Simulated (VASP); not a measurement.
# Pt (Fm-3m) in VASP: a series of runs

The runs below take Pt through relaxation of cell and atoms, vibrations by finite differences, with PBE.

Program: VASP 6.6.1. These are calculated values, not measurements. Logs are shortened: lines on timing, memory, paths and dates and some standing lists are left out, and cuts for length are marked.

### 1 The crystal as given

Symmetry: Fm-3m, No. 225, cubic system. Conventional cell: a = 3.922 Å, b = 3.922 Å, c = 3.922 Å, α = 90.00°, β = 90.00°, γ = 90.00°. Pt (site symmetry m-3m) is surrounded by 12 Pt at 2.77 Å.

### 2 Relaxation of cell and atoms, PBE

File INCAR:

```
SYSTEM = Pt
PREC = Accurate ; ENCUT = 700
EDIFF = 1E-7 ; ISMEAR = 0
SIGMA = 0.1 ; LREAL = .FALSE.
LASPH = .TRUE. ; NELM = 60
ALGO = Fast ; ISIF = 3
LWAVE = .FALSE. ; LCHARG = .FALSE.
GGA = PE ; IBRION = 2
NSW = 80 ; EDIFFG = -0.002
```

File KPOINTS:

```
Automatic mesh
0
G
  18 18 18
  0 0 0
```

File POSCAR:

```
Pt
1.0
    0.0000000000      1.9609000000      1.9609000000
    1.9609000000      0.0000000000      1.9609000000
    1.9609000000      1.9609000000      0.0000000000
Pt
1
Direct
    0.0000000000      0.0000000000      0.0000000000
```

Potentials or basis: VASP PAW PBE potentials, release 64 (Pt).

On the command line:

```
> cat potpaw_PBE.64/Pt/POTCAR > POTCAR
> mpirun -np 1 vasp_std > vasp.out
```

OUTCAR:

```text
SYSTEM = Pt
   PREC = Accurate
   ENCUT = 700
   EDIFF = 1E-7
   ISMEAR = 0
   LREAL = .FALSE.
   LASPH = .TRUE.
   NELM = 60
   ISIF = 3
   GGA = PE
   IBRION = 2
   NSW = 80
   EDIFFG = -0.002

 ion  position               nearest neighbor table
   1  0.000  0.000  0.000-

  LATTYP: Found a face centered cubic cell.
 ALAT       =     3.9218000000

  Lattice vectors:

 A1 = (   0.0000000000,   1.9609000000,   1.9609000000)
 A2 = (   1.9609000000,   0.0000000000,   1.9609000000)
 A3 = (   1.9609000000,   1.9609000000,   0.0000000000)

Analysis of symmetry for initial positions (statically):
=====================================================================
 Subroutine PRICEL returns:
 Original cell was already a primitive cell.

 Routine SETGRP: Setting up the symmetry group for a
 face centered cubic supercell.

 Subroutine GETGRP returns: Found 48 space group operations
 (whereof 48 operations were pure point group operations)
 out of a pool of 48 trial point group operations.

The static configuration has the point symmetry O_h .

Analysis of symmetry for dynamics (positions and initial velocities):
=====================================================================
 Subroutine PRICEL returns:
 Original cell was already a primitive cell.

 Routine SETGRP: Setting up the symmetry group for a
 face centered cubic supercell.

 Subroutine GETGRP returns: Found 48 space group operations
 (whereof 48 operations were pure point group operations)
 out of a pool of 48 trial point group operations.

The dynamic configuration has the point symmetry O_h .

 Subroutine INISYM returns: Found 48 space group operations
 (whereof 48 operations are pure point group operations),
 and found     1 'primitive' translations

----------------------------------------------------------------------------------------

                                     Primitive cell

  volume of cell :      15.0798

  direct lattice vectors                    reciprocal lattice vectors
     0.000000000  1.960900000  1.960900000    -0.254984956  0.254984956  0.254984956
     1.960900000  0.000000000  1.960900000     0.254984956 -0.254984956  0.254984956
     1.960900000  1.960900000  0.000000000     0.254984956  0.254984956 -0.254984956

  length of vectors
     2.773131374  2.773131374  2.773131374     0.441646899  0.441646899  0.441646899

  position of ions in fractional coordinates (direct lattice)
     0.000000000  0.000000000  0.000000000

  ion indices of the primitive-cell ions
   primitive index   ion index
                 1           1

----------------------------------------------------------------------------------------

 KPOINTS: Automatic mesh

Automatic generation of k-mesh.
 Grid dimensions read from file:
 generate k-points for:   18   18   18

 Generating k-lattice:

  Cartesian coordinates                     Fractional coordinates (reciprocal lattice)
    -0.014165831  0.014165831  0.014165831     0.055555556  0.000000000  0.000000000
     0.014165831 -0.014165831  0.014165831     0.000000000  0.055555556  0.000000000
     0.014165831  0.014165831 -0.014165831     0.000000000  0.000000000  0.055555556

  Length of vectors
     0.024535939  0.024535939  0.024535939

  Shift w.r.t. Gamma in fractional coordinates (k-lattice)
     0.000000000  0.000000000  0.000000000

 Subroutine IBZKPT returns following result:
 ===========================================

 Found    195 irreducible k-points:

 Following reciprocal coordinates:
            Coordinates               Weight
  0.000000  0.000000  0.000000      1.000000
  0.055556  0.000000  0.000000      8.000000
  0.111111  0.000000  0.000000      8.000000
  0.166667  0.000000  0.000000      8.000000
  0.222222  0.000000  0.000000      8.000000
  0.277778  0.000000  0.000000      8.000000
[... 16 lines left out ...]
 -0.277778  0.055556  0.000000     24.000000
 -0.222222  0.055556  0.000000     24.000000
 [... further k-points ...]
   k-points           NKPTS =    195   k-points in BZ     NKDIM =    195   number of bands    NBANDS=      9
   number of dos      NEDOS =    301   number of ions     NIONS =      1
   total plane-waves  NPLWV =  13824
   dimension x,y,z NGX =    24 NGY =   24 NGZ =   24
   dimension x,y,z NGXF=    48 NGYF=   48 NGZF=   48
   ions per type =               1
   NGX,Y,Z   is equivalent  to a cutoff of  14.39, 14.39, 14.39 a.u.
   NGXF,Y,Z  is equivalent  to a cutoff of  28.78, 28.78, 28.78 a.u.
 SYSTEM =  Pt
   PREC   = accura    normal or accurate (medium, high low for compatibility)
   ISTART =      0    job   : 0-new  1-cont  2-samecut
   ICHARG =      2    charge: 1-file 2-atom 10-const
   ISPIN  =      1    spin polarized calculation?
   LNONCOLLINEAR =      F non collinear calculations
   LSORBIT =      F    spin-orbit coupling
   LASPH  =      T    aspherical Exc in radial PAW
   ENCUT  =  700.0 eV  51.45 Ry    7.17 a.u.   5.98  5.98  5.98*2*pi/ulx,y,z
   NELM   =     60;   NELMIN=  2; NELMDL= -5     # of ELM steps
   EDIFF  = 0.1E-06   stopping-criterion for ELM
   LREAL  =      F    real-space projection
   EDIFFG = -.2E-02   stopping-criterion for IOM
   NSW    =     80    number of steps for IOM
   IBRION =      2    ionic relax: 0-MD 1-quasi-New 2-CG
   NFREE  =      1    steps in history (QN), initial steepest desc. (CG)
   ISIF   =      3    stress and relaxation
   ISYM   =      2    0-nonsym 1-usesym 2-fastsym
   POTIM  = 0.5000    time-step for ionic-motion
   TEBEG  =    0.0;   TEEND  =   0.0 temperature during run
   PSTRESS=    0.0 pullay stress
   NELECT =      10.0000    total number of electrons
   NUPDOWN=      -1.0000    fix difference up-down
   EMIN   =  10.00;   EMAX   =-10.00  energy-range for DOS
   EFERMI =   0.00;   METHOD = LEGACY
   ISMEAR =     0;   SIGMA  =   0.10  broadening in eV -4-tet -1-fermi 0-gaus
   EFERMI_NEDOS =   21; number of points for ismear=-14 and -15
   IALGO  =     68    algorithm
   IMIX   =      4    mixing-type and parameters
     AMIX     =   0.40;   BMIX     =  1.00
     AMIX_MAG =   1.60;   BMIX_MAG =  1.00
  volume/ion in A,a.u.               =      15.08       101.76
  Fermi-wavevector in a.u.,A,eV,Ry     =   1.427609  2.697791 27.729605  2.038068
  Thomas-Fermi vector in A             =   2.547760
   LORBIT       =      0    0 simple, 1 ext, 2 COOP (PROOUT), +10 PAW based schemes
   GGA     = PE    functional components
   LHFCALC =     F    Hartree Fock is set to
   AEXX    =    0.0000 exact exchange contribution
   IVDW    =     0    specifies the selected vdW correction
   LEPSILON=     F    determine dielectric tensor
   LRPA    =     F    only Hartree local field effects (RPA)
 conjugate gradient relaxation of ions
 non-spin polarized calculation
 RMM-DIIS sequential band-by-band and
 Gauss-broadening in eV      SIGMA  =   0.10
  energy-cutoff  :      700.00
  volume of cell :       15.08
 maximum number of plane-waves:       650
   NGX = 11   NGY = 11   NGZ = 11

--------------------------------------- Ionic step        1  -------------------------------------------

 number of electron      10.0000000 magnetization

 Free energy of the ion-electron system (eV)
  ---------------------------------------------------
  ext. energy  EPLUGINS =         0.00000000
  ---------------------------------------------------
  free energy    TOTEN  =        -6.08467964 eV

  energy without entropy =       -6.07401525  energy(sigma->0) =       -6.07934745

------------------------ aborting loop because EDIFF is reached ----------------------------------------

  FORCE on cell =-STRESS in cart. coord.  units (eV):
  Direction    XX          YY          ZZ          XY          YZ          ZX
  --------------------------------------------------------------------------------------
  -------------------------------------------------------------------------------------
  Total        0.9065025      0.9065025      0.9065025      0.0000000      0.0000000      0.0000000
  in kB       96.3126343     96.3126343     96.3126343      0.0000000      0.0000000      0.0000000
  external PRESSURE =      96.3126343 kB  Pullay stress =       0.0000000 kB
[... 20 lines left out ...]
  energy  without entropy=       -6.0740152492  energy(sigma->0) =       -6.07934745

--------------------------------------- Ionic step        2  -------------------------------------------

 number of electron      10.0000001 magnetization

 E-fermi :   8.9609     XC(G=0): -12.7296

 val. band max:        8.9600042509   @ k =   0.4444   0.1111   0.0000
 cond. band min:       8.9658930651   @ k =  -0.4444   0.2778   0.0556
 fundamental gap:      0.0058888142
 Fermi energy:         8.9609192181

 k-point     1 :       0.0000    0.0000    0.0000
  band No.  band energies     occupation
      1       0.1127      2.00000
      2       5.8922      2.00000
      3       5.8922      2.00000
      4       5.8922      2.00000
      5       7.6327      2.00000
      6       7.6327      2.00000
      7      23.8661      0.00000
      8      28.1170      0.00000
      9      28.1170      0.00000
[... 265 lines left out ...]
 k-point    24 :      -0.2222    0.0556    0.0000
  band No.  band energies     occupation
      1       1.9604      2.00000
      2       5.5047      2.00000
      3       6.2213      2.00000
      4       6.2748      2.00000
      5       7.4969      2.00000
      6       8.0393      2.00000
      7      21.8426      0.00000
      8      25.2331      0.00000
      9      28.6554      0.00000

 [... further k-points ...]

------------------------ aborting loop because EDIFF is reached ----------------------------------------

  FORCE on cell =-STRESS in cart. coord.  units (eV):
  Direction    XX          YY          ZZ          XY          YZ          ZX
  --------------------------------------------------------------------------------------
  -------------------------------------------------------------------------------------
  Total       -1.9233559     -1.9233559     -1.9233559      0.0000000     -0.0000000      0.0000000
  in kB     -179.7242998   -179.7242998   -179.7242998      0.0000000     -0.0000000      0.0000000
  external PRESSURE =    -179.7242998 kB  Pullay stress =       0.0000000 kB
[... 51 lines left out ...]
  FREE ENERGIE OF THE ION-ELECTRON SYSTEM (eV)
  ---------------------------------------------------
  free  energy   TOTEN  =        -6.1002345916 eV

  energy  without entropy=       -6.0889625201  energy(sigma->0) =       -6.09459856

[... ionic steps 4 to 14 ...]

--------------------------------------- Ionic step       15  -------------------------------------------

 number of electron      10.0000002 magnetization

------------------------ aborting loop because EDIFF is reached ----------------------------------------

  FORCE on cell =-STRESS in cart. coord.  units (eV):
  Direction    XX          YY          ZZ          XY          YZ          ZX
  --------------------------------------------------------------------------------------
  -------------------------------------------------------------------------------------
  Total        0.0039412      0.0039412      0.0039412      0.0000000     -0.0000000      0.0000000
  in kB        0.4043204      0.4043204      0.4043204      0.0000000     -0.0000000      0.0000000
  external PRESSURE =       0.4043204 kB  Pullay stress =       0.0000000 kB
[... 55 lines left out ...]
  energy  without entropy=       -6.0890075388  energy(sigma->0) =       -6.09463344

--------------------------------------- Ionic step       17  -------------------------------------------

 number of electron      10.0000002 magnetization

 Free energy of the ion-electron system (eV)
  ---------------------------------------------------
  ext. energy  EPLUGINS =         0.00000000
  ---------------------------------------------------
  free energy    TOTEN  =        -6.10025989 eV

  energy without entropy =       -6.08901083  energy(sigma->0) =       -6.09463536

 E-fermi :  10.6018     XC(G=0): -13.2806

 val. band max:       10.6014877751   @ k =  -0.3333   0.3889   0.1111
 cond. band min:      10.6126057229   @ k =   0.4444   0.1111   0.0000
 fundamental gap:      0.0111179479
 Fermi energy:        10.6017857121

 k-point     1 :       0.0000    0.0000    0.0000
  band No.  band energies     occupation
      1       0.7752      2.00000
      2       7.0228      2.00000
      3       7.0228      2.00000
      4       7.0228      2.00000
      5       9.0559      2.00000
      6       9.0559      2.00000
      7      25.3339      0.00000
      8      30.1019      0.00000
      9      30.1019      0.00000
[... 265 lines left out ...]
 k-point    24 :      -0.2222    0.0556    0.0000
  band No.  band energies     occupation
      1       2.7644      2.00000
      2       6.5610      2.00000
      3       7.3961      2.00000
      4       7.4597      2.00000
      5       8.8798      2.00000
      6       9.5199      2.00000
      7      24.0899      0.00000
      8      27.0730      0.00000
      9      31.3000      0.00000

 [... further k-points ...]

------------------------ aborting loop because EDIFF is reached ----------------------------------------

  FORCE on cell =-STRESS in cart. coord.  units (eV):
  Direction    XX          YY          ZZ          XY          YZ          ZX
  --------------------------------------------------------------------------------------
  -------------------------------------------------------------------------------------
  Total       -0.0000049     -0.0000049     -0.0000049      0.0000000      0.0000000      0.0000000
  in kB       -0.0005072     -0.0005072     -0.0005072      0.0000000      0.0000000      0.0000000
  external PRESSURE =      -0.0005072 kB  Pullay stress =       0.0000000 kB
[... 16 lines left out ...]
  FREE ENERGIE OF THE ION-ELECTRON SYSTEM (eV)
  ---------------------------------------------------
  free  energy   TOTEN  =        -6.1002598874 eV

  energy  without entropy=       -6.0890108325  energy(sigma->0) =       -6.09463536

 reached required accuracy - stopping structural energy minimisation
```

Run time: 67 s. Hardware: 1 thread of Intel Xeon 6975P-C (Granite Rapids), shared host; peak memory 0.19 GiB.

Results:

```
Free energy                            : -6.1003 eV
Relaxed volume                         : 15.62 Å³/atom
Relaxed cell                           : a = 2.806 Å, b = 2.806 Å, c = 2.806 Å, α = 60.00°, β = 60.00°, γ = 60.00°
Space group after relaxing (to 0.05 Å) : Fm-3m (No. 225)
Energy gained by relaxing              : 15.6 meV/atom
Ionic steps                            : 17
Pressure after relaxing                : 0.0 GPa
Band gap on the k mesh                 : none (metal or under the smearing width)
```

The path:
```
step  energy change (eV)  largest force (eV/Å)  pressure (GPa)  volume (Å³)
   1              0.0000                0.0000            9.63        15.08
   2              0.0789                0.0000          -17.97        17.15
   3             -0.0156                0.0000           -0.34        15.64
   4             -0.0156                0.0000           -0.03        15.62
   5             -0.0156                0.0000            0.14        15.61
   6             -0.0156                0.0000            0.15        15.61
   7             -0.0156                0.0000            0.11        15.61
   8             -0.0156                0.0000            0.12        15.61
   9             -0.0156                0.0000            0.12        15.61
  10             -0.0156                0.0000            0.12        15.61
  11             -0.0156                0.0000            0.11        15.61
  12             -0.0156                0.0000            0.11        15.61
  13             -0.0156                0.0000            0.09        15.61
  14             -0.0156                0.0000            0.07        15.62
  15             -0.0156                0.0000            0.04        15.62
  16             -0.0156                0.0000           -0.05        15.62
  17             -0.0156                0.0000            0.00        15.62
```

Final structure:
```cif
data_structure
_symmetry_space_group_name_H-M 'P 1'
_symmetry_Int_Tables_number 1
_cell_length_a 2.8059
_cell_length_b 2.8059
_cell_length_c 2.8059
_cell_angle_alpha 60.000
_cell_angle_beta 60.000
_cell_angle_gamma 60.000
_cell_volume 15.62
loop_
_atom_site_label
_atom_site_type_symbol
_atom_site_fract_x
_atom_site_fract_y
_atom_site_fract_z
_atom_site_occupancy
Pt1 Pt 0.00000 0.00000 0.00000 1
```

Levels at points of the mesh, in eV from the Fermi level:
| k point | band 1 | band 2 | band 3 | band 4 | band 5 | band 6 | band 7 | band 8 | band 9 |
| --- | --- | --- | --- | --- | --- | --- | --- | --- | --- |
| (0.00, 0.00, 0.00) | -9.83 | -3.58 | -3.58 | -3.58 | -1.55 | -1.55 | 14.73 | 19.50 | 19.50 |
| (0.50, 0.00, 0.00) | -6.96 | -3.64 | -3.64 | -0.33 | 0.03 | 0.03 | 5.58 | 14.29 | 18.74 |
| (0.50, 0.50, 0.00) | -6.70 | -6.26 | 0.00 | 0.45 | 0.45 | 1.85 | 8.50 | 11.28 | 11.28 |

### 3 Relaxation of cell and atoms, PBE

This run uses another cell than the first one, of 15.62 Å³/atom, 1.036 times its volume.

INCAR is that of step 2.

KPOINTS is that of step 2.

File POSCAR:

```
Pt                                      
1.0
    0.0000000000      1.9840374124      1.9840374124
    1.9840374124      0.0000000000      1.9840374124
    1.9840374124      1.9840374124      0.0000000000
  Pt            
     1
Direct
     0.0000000000000000    0.0000000000000000    0.0000000000000000
```

Potentials or basis: VASP PAW PBE potentials, release 64 (Pt).

On the command line:

```
> cat potpaw_PBE.64/Pt/POTCAR > POTCAR
> mpirun -np 1 vasp_std > vasp.out
```

It took 11 s on 1 thread of Intel Xeon 6975P-C (Granite Rapids), shared host; peak memory 0.18 GiB.

It converged, with:

| Property | Result |
| --- | --- |
| Free energy | -6.1003 eV |
| Pressure after relaxing | 0.0 GPa |
| Band gap on the k mesh | none (metal or under the smearing width) |

Final structure:
```
CELL_PARAMETERS angstrom
0.00000 1.98404 1.98404
1.98404 0.00000 1.98404
1.98404 1.98404 0.00000
ATOMIC_POSITIONS crystal
Pt 0.00000 0.00000 0.00000
```

Levels at points of the mesh, in eV from the Fermi level:
| k point | band 2 | band 3 | band 4 | band 5 | band 6 | band 7 | band 8 | band 9 |
| --- | --- | --- | --- | --- | --- | --- | --- | --- |
| (0.00, 0.00, 0.00) | -3.58 | -3.58 | -3.58 | -1.55 | -1.55 | 14.73 | 19.50 | 19.50 |
| (0.50, 0.00, 0.00) | -3.64 | -3.64 | -0.33 | 0.03 | 0.03 | 5.58 | 14.29 | 18.74 |
| (0.50, 0.50, 0.00) | -6.26 | 0.00 | 0.45 | 0.45 | 1.85 | 8.50 | 11.28 | 11.28 |

Caveat: the relaxation stopped at its first step, so nothing moved. The run has no spin-orbit coupling, so splittings on Pt are missing.

### 4 Vibrations by finite differences, PBE

This run uses another cell than the first one, of 15.62 Å³/atom, 1.036 times its volume.

File INCAR:

```
SYSTEM = Pt
PREC = Accurate ; ENCUT = 700
EDIFF = 1E-8 ; ISMEAR = 0
SIGMA = 0.1 ; LREAL = .FALSE.
LASPH = .TRUE. ; NELM = 60
ALGO = Fast ; ISIF = 3
LWAVE = .FALSE. ; LCHARG = .FALSE.
GGA = PE ; NBANDS = 11
IBRION = 6 ; NFREE = 2
POTIM = 0.015 ; NSW = 1
```

KPOINTS is that of step 3.

POSCAR is that of step 3.

On the command line:

```
> cat potpaw_PBE.64/Pt/POTCAR > POTCAR
> mpirun -np 1 vasp_std > vasp.out
```

Run time: 10 min. Hardware: 1 thread of Intel Xeon 6975P-C (Granite Rapids), shared host; peak memory 0.77 GiB.

It converged, with:

```
Elastic constants C11, C12, C44 : 304, 221, 59 GPa
Voigt bulk modulus              : 249 GPa
```

Elastic tensor in Voigt notation (GPa, in the Cartesian axes of the cell as first typed):
```
304 221 221   0   0   0
221 304 221   0   0   0
221 221 304   0   0   0
  0   0   0  59   0   0
  0   0   0   0  59   0
  0   0   0   0   0  59
```

Clamped-ion elastic tensor (GPa):
```
304 221 221   0   0   0
221 304 221   0   0   0
221 221 304   0   0   0
  0   0   0  59   0   0
  0   0   0   0  59   0
  0   0   0   0   0  59
```

Caveat: elastic constants of metals need much finer meshes, so these are rough.
